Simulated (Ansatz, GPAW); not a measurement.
**One calculation of Fe, 3 ways**

```
CELL_PARAMETERS angstrom
-1.44300 1.44300 1.44300
1.44300 -1.44300 1.44300
1.44300 1.44300 -1.44300
ATOMIC_POSITIONS crystal
Fe 0.00000 0.00000 0.00000
```

Alike in all runs: task single point; functional PBE; k mesh 13 × 13 × 13; occupations gaussian, width 0.017 eV; collinear spin, ferromagnetic start; no spin-orbit coupling. Pressure is positive in compression and, in plane waves, holds the error of the finite cutoff, which Ansatz's Pulay term estimates and takes out.

```tsv
program and potentials	plane-wave cutoff (eV)	notes	pressure (GPa)	net moment per atom (μB)
Ansatz, Ansatz PAW	420	16 valence electrons an atom on average	?	?
GPAW, GPAW PAW data sets (gpaw-data 1.2.1)	600	8 valence electrons an atom on average	-7.97	2.25
Ansatz, all-electron LAPW, scalar-relativistic	-	-	-9.80	2.24
```

Task: Estimate from the other rows what the run with Ansatz, Ansatz PAW gave.

Result: Pressure -9.60 GPa; net moment per atom 2.25 μB. Its pressure holds a Pulay term of +0.09 GPa. The other rows, which needn't bracket it: pressure -9.80 to -7.97; net moment per atom 2.24 to 2.25.
